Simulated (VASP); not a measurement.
**Ti4H: single point with PBEsol**

Slab: Ti4H, a slab with vacuum.

```
Ti H
1.0
     2.86791    0.00000    0.00000
     0.00000    2.86791    0.00000
     0.00000    0.00000   25.08376
Ti H
4 1
Direct
  0.50000 0.50000 0.33886
  0.00000 0.00000 0.41971
  0.50000 0.50000 0.50081
  0.00000 0.00000 0.57952
  0.50000 0.50000 0.58182
```

```
Program                : VASP 6.6.1
Task                   : single point
Functional             : PBEsol
Potentials or basis    : VASP PAW PBE potentials, release 64 (Ti_sv, H)
Cutoff                 : 520 eV
k mesh                 : 10 × 10 × 1
Occupations            : gaussian, width 0.1 eV
Spin                   : no spin polarisation
Dipole correction      : yes
Further INCAR settings : ALGO = Fast; EDIFF = 1e-06; NBANDS = 32
```

- Largest force: 0.561 eV/Å
- Band gap on the k mesh: none (metal or under the smearing width)
- Work function of the upper face: 4.61 eV
- Work function of the lower face: 4.09 eV

Forces in eV/Å, atoms in the order of the input:
```
Ti   0.000  0.000  0.552
Ti   0.000  0.000 -0.561
Ti   0.000  0.000 -0.023
Ti   0.000  0.000  0.002
H    0.000  0.000  0.032
```

Levels at points of the mesh, in eV from the Fermi level:
```tsv
k point	band 21	band 22	band 23	band 24	band 25	band 26	band 27	band 28
(0.00, 0.00, 0.00)	-1.74	-1.19	-0.30	-0.18	0.01	0.57	1.04	1.04
(0.50, 0.00, 0.00)	-1.70	-0.31	-0.30	-0.04	0.08	0.51	0.57	0.60
(0.50, 0.50, 0.00)	-1.61	-1.61	-0.83	-0.83	0.54	0.54	2.13	2.24
```

Wall time 8.9 min on 1 thread of Intel(R) Xeon(R) Platinum 8488C (Sapphire Rapids) (shared host), peak memory 0.39 GiB.

Caveat: the PAW data sets were made with another functional, which shifts forces and pressure a little.
